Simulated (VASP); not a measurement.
# SrO (P6_3/mmc) in VASP: further runs, part 2 of 2

VASP 6.6.1.

## Step 3: Single point, PBEsol

This run uses another cell than the first one, of the same volume but with other edges.

Contents of INCAR:

```
PREC = Accurate
ENCUT = 520
EDIFF = 1E-6
ISMEAR = 0
SIGMA = 0.05
LREAL = False
LASPH = True
NELM = 80
ALGO = Fast
ISIF = 2
LWAVE = False
LCHARG = False
GGA = PS
NBANDS = 24
```

Contents of KPOINTS:

```
regular mesh
0
Gamma
  9 9 4
```

Contents of POSCAR:

```
SrO
1.0
    3.4959669684      0.0000000000      0.0000000000
   -1.7479834842      3.0275962054      0.0000000000
    0.0000000000      0.0000000000      6.4228577122
Sr O
2 2
Direct
    0.3333333333      0.6666666667      0.2500000000
    0.6666666667      0.3333333333      0.7500000000
    0.0000000000      0.0000000000      0.0000000000
    0.0000000000      0.0000000000      0.5000000000
```

Potentials or basis: VASP PAW PBE potentials, release 64 (Sr_sv, O).

Command:

```
$ cat potpaw_PBE.64/Sr_sv/POTCAR potpaw_PBE.64/O/POTCAR > POTCAR
$ mpirun -np 1 vasp_std > vasp.out
```

OUTCAR:

```text
PREC = Accurate
   ENCUT = 520
   EDIFF = 1E-6
   ISMEAR = 0
   LREAL = False
   LASPH = True
   NELM = 80
   ISIF = 2
   GGA = PS

 ion  position               nearest neighbor table
   1  0.333  0.667  0.250-   3 2.58   4 2.58   3 2.58   4 2.58   3 2.58   4 2.58   2 3.79   2 3.79
                             2 3.79   2 3.79   2 3.79   2 3.79
   2  0.667  0.333  0.750-   3 2.58   4 2.58   3 2.58   4 2.58   3 2.58   4 2.58   1 3.79   1 3.79
                             1 3.79   1 3.79   1 3.79   1 3.79
   3  0.000  0.000  0.000-   1 2.58   2 2.58   1 2.58   2 2.58   2 2.58   1 2.58
   4  0.000  0.000  0.500-   1 2.58   2 2.58   1 2.58   2 2.58   2 2.58   1 2.58

  LATTYP: Found a hexagonal cell.
 ALAT       =     3.4959669684
 C/A-ratio  =     1.8372192215

  Lattice vectors:

 A1 = (   3.4959669684,   0.0000000000,   0.0000000000)
 A2 = (  -1.7479834842,   3.0275962054,   0.0000000000)
 A3 = (   0.0000000000,   0.0000000000,   6.4228577122)

Analysis of symmetry for initial positions (statically):
=====================================================================
 Subroutine PRICEL returns:
 Original cell was already a primitive cell.

 Routine SETGRP: Setting up the symmetry group for a
 hexagonal supercell.

 Subroutine GETGRP returns: Found 24 space group operations
 (whereof 12 operations were pure point group operations)
 out of a pool of 24 trial point group operations.

The static configuration has the point symmetry D_3d.
 The point group associated with its full space group is D_6h.

Analysis of symmetry for dynamics (positions and initial velocities):
=====================================================================
 Subroutine PRICEL returns:
 Original cell was already a primitive cell.

 Routine SETGRP: Setting up the symmetry group for a
 hexagonal supercell.

 Subroutine GETGRP returns: Found 24 space group operations
[... 121 lines left out ...]
   EMIN   =  10.00;   EMAX   =-10.00  energy-range for DOS
   EFERMI =   0.00;   METHOD = LEGACY
   ISMEAR =     0;   SIGMA  =   0.05  broadening in eV -4-tet -1-fermi 0-gaus
   EFERMI_NEDOS =   21; number of points for ismear=-14 and -15
   IALGO  =     68    algorithm
   IMIX   =      4    mixing-type and parameters
     AMIX     =   0.40;   BMIX     =  1.00
     AMIX_MAG =   1.60;   BMIX_MAG =  1.00
  volume/ion in A,a.u.               =      17.00       114.69
  Fermi-wavevector in a.u.,A,eV,Ry     =   1.273484  2.406537 22.065419  1.621763
  Thomas-Fermi vector in A             =   2.406305
   LORBIT       =      0    0 simple, 1 ext, 2 COOP (PROOUT), +10 PAW based schemes
   GGA     = PS    functional components
   LHFCALC =     F    Hartree Fock is set to
   AEXX    =    0.0000 exact exchange contribution
   IVDW    =     0    specifies the selected vdW correction
   LEPSILON=     F    determine dielectric tensor
   LRPA    =     F    only Hartree local field effects (RPA)
 non-spin polarized calculation
 RMM-DIIS sequential band-by-band and
 Gauss-broadening in eV      SIGMA  =   0.05
  energy-cutoff  :      520.00
  volume of cell :       67.98
 maximum number of plane-waves:      1863
 NGX is ok and might be reduce to    28

 number of electron      32.0000002 magnetization

 Free energy of the ion-electron system (eV)
  ---------------------------------------------------
  ext. energy  EPLUGINS =         0.00000000
  ---------------------------------------------------
  free energy    TOTEN  =       -24.87568117 eV

  energy without entropy =      -24.87568117  energy(sigma->0) =      -24.87568117

 E-fermi :   2.1142     XC(G=0): -10.2759

 val. band max:        1.8635635782   @ k =   0.0000   0.0000   0.0000
 cond. band min:       4.9318428625   @ k =   0.0000   0.0000   0.0000
 fundamental gap:      3.0682792843
 Fermi energy:         2.1142187758

 k-point     1 :       0.0000    0.0000    0.0000
  band No.  band energies     occupation
      1     -30.8683      2.00000
      2     -30.7774      2.00000
      3     -15.0119      2.00000
      4     -13.4168      2.00000
      5     -12.5398      2.00000
      6     -12.5080      2.00000
[... 637 lines left out ...]
     23      11.5211      0.00000
     24      11.6990      0.00000

 [... further k-points ...]
[... 5 lines left out ...]
  --------------------------------------------------------------------------------------
  -------------------------------------------------------------------------------------
  Total        0.4103314      0.4103314     -3.7727235      0.0000000     -0.0000000      0.0000000
  in kB        9.6705641      9.6705641    -88.9143769      0.0000000     -0.0000000      0.0000000
  external PRESSURE =     -23.1910829 kB  Pullay stress =       0.0000000 kB

 VOLUME and BASIS-vectors are now :
 -----------------------------------------------------------------------------
  energy-cutoff  :      520.00
  volume of cell :       67.98
      direct lattice vectors                 reciprocal lattice vectors
     3.495966968  0.000000000  0.000000000     0.286043893  0.165147518  0.000000000
    -1.747983484  3.027596205  0.000000000     0.000000000  0.330295037  0.000000000
     0.000000000  0.000000000  6.422857712     0.000000000  0.000000000  0.155693936

 POSITION                                       TOTAL-FORCE (eV/Angst)
 -----------------------------------------------------------------------------------
     -0.00000      2.01840      1.60571         0.000000      0.000000     -0.000000
      1.74798      1.00920      4.81714        -0.000000     -0.000000      0.000000
      0.00000      0.00000      0.00000        -0.000000      0.000000      0.000000
      0.00000      0.00000      3.21143        -0.000000      0.000000      0.000000
 -----------------------------------------------------------------------------------
    total drift:                               -0.000000      0.000000      0.000000

  FREE ENERGIE OF THE ION-ELECTRON SYSTEM (eV)
  ---------------------------------------------------
  free  energy   TOTEN  =       -24.8756811745 eV

  energy  without entropy=      -24.8756811745  energy(sigma->0) =      -24.87568117
```

Wall time 47 s (1 thread of Intel Xeon 6975P-C (Granite Rapids), shared host); peak memory 0.21 GiB.

Results:

```
Free energy            : -24.8757 eV
Pressure               : -2.3 GPa
Band gap on the k mesh : 3.07 eV, direct
```

Levels at points of the mesh, in eV from the valence-band top:
| k point | band 14 | band 15 | band 16 | band 17 | band 18 | band 19 |
| --- | --- | --- | --- | --- | --- | --- |
| (0.00, 0.00, 0.00) | -0.51 | -0.51 | 0.00 | 3.07 | 4.99 | 5.05 |
| (0.00, 0.00, 0.50) | -0.63 | -0.63 | -0.63 | 4.58 | 4.58 | 6.02 |

Caveat: the PAW data sets were made with another functional, which shifts forces and pressure a little; an odd mesh through Γ misses points on the zone boundary, where band edges often lie.

## Step 4: Single point, PBEsol

This run uses another cell than the first one, of the same volume but with other edges.

Contents of INCAR:

```
  ALGO = Fast
  EDIFF = 1E-7
  ENCUT = 520
  GGA = PS
  ISIF = 2
  ISMEAR = 0
  LASPH = True
  LCHARG = False
  LREAL = False
  LWAVE = False
  NBANDS = 24
  NELM = 60
  PREC = Accurate
  SIGMA = 0.05
```

Contents of KPOINTS:

```
k-points
0
Gamma
  9 9 4
```

Contents of POSCAR:

```
SrO
1.0
    3.2557369077      0.0000000000      0.0000000000
   -1.6278684539      2.8195508701      0.0000000000
    0.0000000000      0.0000000000      7.4056696717
Sr O
2 2
Direct
    0.3333333333      0.6666666667      0.2500000000
    0.6666666667      0.3333333333      0.7500000000
    0.0000000000      0.0000000000      0.0000000000
    0.0000000000      0.0000000000      0.5000000000
```

Command:

```
$ cat potpaw_PBE.64/Sr_sv/POTCAR potpaw_PBE.64/O/POTCAR > POTCAR
$ mpirun -np 1 vasp_std > vasp.out
```

It took 46 s on 1 thread of Intel Xeon 6975P-C (Granite Rapids), shared host; peak memory 0.2 GiB.

Results (log left out):

* Free energy: -22.8742 eV
* Pressure: -4.9 GPa
* Band gap on the k mesh: 1.46 eV, direct

Stress tensor (GPa, compression positive):
```
 14.61   0.00   0.00
  0.00  14.61   0.00
  0.00   0.00 -44.00
```

Levels at points of the mesh, in eV from the valence-band top:
```csv
k point,band 12,band 13,band 14,band 15,band 16,band 17,band 18,band 19,band 20,band 21
"(0.00, 0.00, 0.00)",-0.72,-0.13,-0.13,0.00,0.00,1.46,3.51,5.05,5.37,5.37
"(0.00, 0.00, 0.50)",-2.04,-0.07,-0.07,-0.07,-0.07,2.77,2.77,5.85,5.85,5.85
```

Caveat: the PAW data sets were made with another functional, which shifts forces and pressure a little; an odd mesh through Γ misses points on the zone boundary, where band edges often lie.
